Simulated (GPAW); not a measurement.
The system is SiC (Moissanite).

```
CELL_PARAMETERS angstrom
3.07600 0.00000 0.00000
-1.53800 2.66389 0.00000
0.00000 0.00000 5.04800
ATOMIC_POSITIONS crystal
Si 0.66667 0.33333 0.50000
Si 0.33333 0.66667 0.00000
C 0.66667 0.33333 0.88500
C 0.33333 0.66667 0.38500
```

| Property | Result |
| --- | --- |
| Program | GPAW 26.7.0 |
| Task | relaxation of cell and atoms |
| Functional | revPBE |
| Dispersion | D4 |
| Potentials or basis | the program's PAW data sets (release 1.2.1) made for this functional |
| Cutoff | 800 eV |
| Basis | pw |
| k mesh | 7 × 7 × 4 |
| Occupations | fermi-dirac, width 0.05 eV |
| Spin | no spin polarisation |

At the start: pressure -1.5 GPa; volume 10.34 Å³/atom.

Q: Where does the relaxation end?

A: Over 7 steps the energy falls by 9.5 meV/atom and the volume is 10.25 Å³/atom (-0.8 %); space group P6_3mc (No. 186, to 0.05 Å).

Step by step:
| step | energy change (eV) | largest force (eV/Å) | pressure (GPa) | volume (Å³) |
| --- | --- | --- | --- | --- |
| 1 | 0.0000 | 0.7527 | -1.48 | 41.36 |
| 2 | -0.0264 | 0.4215 | -1.49 | 41.32 |
| 3 | -0.0373 | 0.0643 | -1.09 | 41.22 |
| 4 | -0.0377 | 0.0033 | -0.97 | 41.20 |
| 5 | -0.0380 | 0.0222 | -0.67 | 41.15 |
| 6 | -0.0381 | 0.0259 | -0.12 | 41.05 |
| 7 | -0.0382 | 0.0096 | 0.04 | 41.02 |

Final structure:
```cif
data_structure
_symmetry_space_group_name_H-M 'P 1'
_symmetry_Int_Tables_number 1
_cell_length_a 3.0673
_cell_length_b 3.0673
_cell_length_c 5.0339
_cell_angle_alpha 90.000
_cell_angle_beta 90.000
_cell_angle_gamma 120.000
_cell_volume 41.02
loop_
_atom_site_label
_atom_site_type_symbol
_atom_site_fract_x
_atom_site_fract_y
_atom_site_fract_z
_atom_site_occupancy
Si1 Si 0.66667 0.33333 0.50461 1
Si2 Si 0.33333 0.66667 0.00461 1
C1 C 0.66667 0.33333 0.88039 1
C2 C 0.33333 0.66667 0.38040 1
```

Caveat: later steps reuse the first step's grids.
